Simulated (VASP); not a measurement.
Crystal: Ta2N.

```xyz
3
Lattice="3.1129 0.0000 0.0000 -1.5564 2.6958 0.0000 0.0000 0.0000 4.8698" Properties=species:S:1:pos:R:3 pbc="T T T"
Ta    0.0000    1.7972    1.2404
Ta    1.5564    0.8986    3.6294
N     0.0000    0.0000    0.0000
```

The cell comes from a database or a generator and needn't be the stable form of this composition.

| Item | Value |
| --- | --- |
| Program | VASP 6.6.1 |
| Task | relaxation of cell and atoms |
| Functional | LDA |
| Potentials or basis | VASP PAW LDA potentials, release 64 (Ta_pv, N) |
| Cutoff | 600 eV |
| k mesh | 8 × 8 × 6 |
| Occupations | fermi-dirac, width 0.05 eV |
| Spin | no spin polarisation |

At the start: pressure -13.3 GPa; volume 13.62 Å³/atom.

Q: Where does the relaxation end?

A: Over 11 steps the energy falls by 28.0 meV/atom and the volume is 13.05 Å³/atom (-4.2 %); space group P-3m1 (No. 164, to 0.05 Å).

Step by step:
| step | energy change (eV) | largest force (eV/Å) | pressure (GPa) | volume (Å³) |
| --- | --- | --- | --- | --- |
| 1 | 0.0000 | 0.5064 | -13.26 | 40.87 |
| 2 | 0.5958 | 1.5297 | 52.17 | 34.55 |
| 3 | -0.0817 | 0.1460 | -0.62 | 39.12 |
| 4 | -0.0820 | 0.1252 | 0.04 | 39.04 |
| 5 | -0.0819 | 0.1162 | 0.38 | 39.01 |
| 6 | -0.0831 | 0.0424 | 0.35 | 39.05 |
| 7 | -0.0836 | 0.0440 | 0.34 | 39.10 |
| 8 | -0.0836 | 0.0240 | -1.12 | 39.28 |
| 9 | -0.0839 | 0.0087 | -0.43 | 39.19 |
| 10 | -0.0839 | 0.0151 | 0.27 | 39.11 |
| 11 | -0.0841 | 0.0033 | -0.01 | 39.15 |

Final structure:
```xyz
3
Lattice="3.0788 0.0000 0.0000 -1.5394 2.6663 0.0000 0.0000 0.0000 4.7687" Properties=species:S:1:pos:R:3 pbc="T T T"
Ta    0.0000    1.7775    1.1977
Ta    1.5394    0.8888    3.5710
N     0.0000    0.0000    4.7687
```
